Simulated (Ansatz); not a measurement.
Wanted: the native input for an Ansatz 0.2.0 run.

```
Task                : single point
Functional          : r2SCAN0
Potentials or basis : Ansatz PAW
Cutoff              : 500 eV (not typed: the program's choice for these potentials)
k mesh              : 4 × 4 × 4
Occupations         : fermi-dirac, width 0.05 eV
Spin                : no spin polarisation
```

The system is Sb.

```
Sb
1.0
     3.16000    0.00000    0.00000
     0.00000    3.16000    0.00000
     0.00000    0.00000    3.16000
Sb
1
Direct
  0.00000 0.00000 0.00000
```

This isn't the form of Sb at room conditions, which is rhombohedral.

These files were run (other wordings do the same):

input

```
crystal:
  lattice:
    - [3.16, 0.0, 0.0]
    - [0.0, 3.16, 0.0]
    - [0.0, 0.0, 3.16]
  atoms:
    - { symbol: Sb, position: [0.0, 0.0, 0.0] }
hamiltonian:
  xc: r2scan0
  pseudopotentials: { kind: paw }
kpoints:
  mp_grid: { grid: [4, 4, 4] }
scf:
  occupations: { method: fermi_dirac, width: 0.05 }
output:
  forces: true
  stress: true
  eigenvalues: true
```

Results of the run:

```yaml
Pressure: -6.2 GPa
Band_gap_on_the_k_mesh: none (metal or under the smearing width)
```

Caveat: the k mesh is coarse (spacing up to 0.50 Å⁻¹), so the values aren't converged, least of all with exact exchange; the PAW data sets come from PBE, with cores solved anew for the run's functional, which leaves a small shift of forces and pressure; the thresholds are loose for stress.

Run time: 9.1 s on 1 × NVIDIA H100 80GB HBM3 with 2 threads of AMD EPYC 7R13 Processor (Zen 3), with other jobs on the host, peak memory 1.3 GiB.
